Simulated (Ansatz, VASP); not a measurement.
## One calculation of CdTe, two programs

```
Cd Te
1.0
     0.00000    3.28211    3.28211
     3.28211    0.00000    3.28211
     3.28211    3.28211    0.00000
Cd Te
1 1
Direct
  0.00000 0.00000 0.00000
  0.25000 0.25000 0.25000
```

Alike in both runs: task single point; functional PBE; k mesh 4 × 4 × 4; occupations gaussian, width 0.1 eV; no spin polarisation.

|  | VASP | Ansatz |
| --- | --- | --- |
| version | VASP 6.6.1 | Ansatz 0.2.0 |
| potentials or method | VASP PAW PBE potentials, release 64 (Cd, Te) | scalar-relativistic, plane waves, PAW |
| plane-wave cutoff (eV) | 520 | 420 |
| valence electrons in the cell | 18 | 36 |

```csv
,VASP,Ansatz,Ansatz less VASP
gap on the k mesh at the Fermi level (eV),0.64,0.64,+0.002
least direct gap on the mesh (eV),0.64,0.64,+0.002
pressure (GPa),1.2,1.1,-0.12
```

The two sets of potentials don't hold the same shells in valence.

Caveats: spin-orbit coupling is left out, which moves the levels of the heavy elements. PBE gaps usually lie below the measured ones, often by a third to a half.
